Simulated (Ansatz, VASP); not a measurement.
**Si: VASP beside Ansatz**

POSCAR

```
Si
1.0
    2.5817718238      0.0000000000      0.0000000000
    0.0000000000      2.5817718238      0.0000000000
    0.0000000000      0.0000000000      2.5817718238
Si
1
Direct
    0.5000000000      0.5000000000      0.5000000000
```

File INCAR.step1:

```
SYSTEM = Si
PREC = Accurate
ENCUT = 520
EDIFF = 1E-5
ISMEAR = -1
SIGMA = 0.05
LREAL = .False.
LASPH = .True.
NELM = 60
ALGO = Normal
ISIF = 2
LWAVE = .True.
LCHARG = .False.
GGA = PE
NBANDS = 8
```

File INCAR.step2:

```
SYSTEM = Si
PREC = Accurate
ENCUT = 520
EDIFF = 1E-6
ISMEAR = -1
SIGMA = 0.05
LREAL = .False.
LASPH = .True.
NELM = 60
ALGO = Normal
ISIF = 2
LWAVE = .False.
LCHARG = .False.
GGA = PE
LHFCALC = .True.
AEXX = 0.25
PRECFOCK = Normal
ISTART = 1
NBANDS = 8
```

Contents of KPOINTS:

```
Automatic mesh
0
Gamma
  5 5 5
  0 0 0
```

Contents of input.yaml:

```yaml
crystal:
  lattice:
    - [2.5817718238, 0.0, 0.0]
    - [0.0, 2.5817718238, 0.0]
    - [0.0, 0.0, 2.5817718238]
  atoms:
    - { symbol: Si, position: [0.5, 0.5, 0.5] }
hamiltonian:
  xc: pbe0
  pseudopotentials: { kind: paw }
kpoints:
  mp_grid: { grid: [5, 5, 5] }
scf:
  occupations: { method: fermi_dirac, width: 0.05 }
output:
  forces: true
  stress: true
  eigenvalues: true
  write_density: true
  write_potential: true
  elf: true
  volumetric_format: npy
```

The cell was built by a generator and needn't be a form met in nature.

Alike in both runs: task single point; functional PBE0; k mesh 5 × 5 × 5; occupations fermi-dirac, width 0.05 eV; no spin polarisation.

|  | VASP | Ansatz |
| --- | --- | --- |
| version | VASP 6.6.1 | Ansatz 0.2.0 |
| potentials or method | VASP PAW PBE potentials, release 64 (Si) | Ansatz PAW |
| plane-wave cutoff (eV) | 520 | 420 |
| valence electrons in the cell | 4 | 4 |

|  | VASP | Ansatz | Ansatz less VASP |
| --- | --- | --- | --- |
| gap on the k mesh at the Fermi level (eV) | none | none | - |
| pressure (GPa) | -4.8 | -4.4 | +0.41 |

A gap of «none» marks a metal or a gap that the smearing closes.

Caveats: the k mesh is coarse (spacing up to 0.49 Å⁻¹), so the values aren't converged, least of all with exact exchange; the PAW data sets were made with another functional, which shifts forces and pressure a little (VASP); the PAW data sets come from PBE, with cores solved anew for the run's functional, which leaves a small shift of forces and pressure (Ansatz); the thresholds are loose for stress (Ansatz).
